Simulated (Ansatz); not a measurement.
## CdTe: pressure against volume per atom

Results calculated with Ansatz 0.2.0, not measured. Periodic Kohn-Sham DFT of a crystal at fixed atoms; pressure and stress are positive in compression; the energy is the free energy less that of spherical unpolarised free atoms; site moments are those in the method's own spheres, positive along +z.

Cell of the first row (space group F-43m, No. 216):
```
CdTe
1.0
      0.0000     3.2157     3.2157
      3.2157     0.0000     3.2157
      3.2157     3.2157     0.0000
Cd Te
1 1
Direct
  0.00000 0.00000 0.00000
  0.75000 0.75000 0.75000
```

Settings of every row: method frozen-core PAW; functional PBEsol; relativity scalar; k mesh 7x7x7; filling fermi-dirac; smearing width 0.01 eV; wave cutoff 420 eV; paw set soft_2.

Atom start moment: 0 on all atoms.

Limits: PAW files made with PBE; no spin-orbit coupling on heavy atoms.

Limits of some rows: small gap, it may come from the mesh (row 5).

| row | volume per atom (Å³) | pressure (GPa) |
| --- | --- | --- |
| 1 | 33.252 | 1.19 |
| 2 | 34.649 | -0.567 |
| 3 | 35.356 | -1.31 |
| 4 | 36.063 | ? |
| 5 | 37.477 | -3.07 |

Question: what pressure should row 4 give?

Worked fit of pressure. Take u = (V_r/V)^(2/3) − 1 with V_r = 35.002 Å³ an atom, which is twice the finite (Eulerian) strain; such expansions in the strain, on which the Birch-Murnaghan equation of state is built, carry the rest volume and the bulk modulus. The shown rows have u = 0.03478, 0.00678, -0.00669, -0.04453. Least squares give pressure = −0.9488 + 55.409 × u + 174.7 × u² GPa; a straight line predicts inner rows, each left out in turn, worse (root mean square 0.18 against 0.0037 GPa). The rows lie off it by 0.000, -0.002, 0.002, 0.000. The pressure vanishes at u = 0.0163, or V = 34.16 Å³ an atom, and there the bulk modulus at fixed shape and fractions is B = −V dP/dV = (2/3)(1 + u) dP/du = 41.4 GPa. The withheld row has u = -0.01971, so the fit gives −0.9488 + 55.409 × (-0.01971) + 174.7 × (-0.01971)² = -1.973 GPa.

The calculation gave -1.969 GPa. The fit lies 0.004 GPa (0.094 % of the column's range) below it; its largest miss of a shown row is 0.002 GPa.
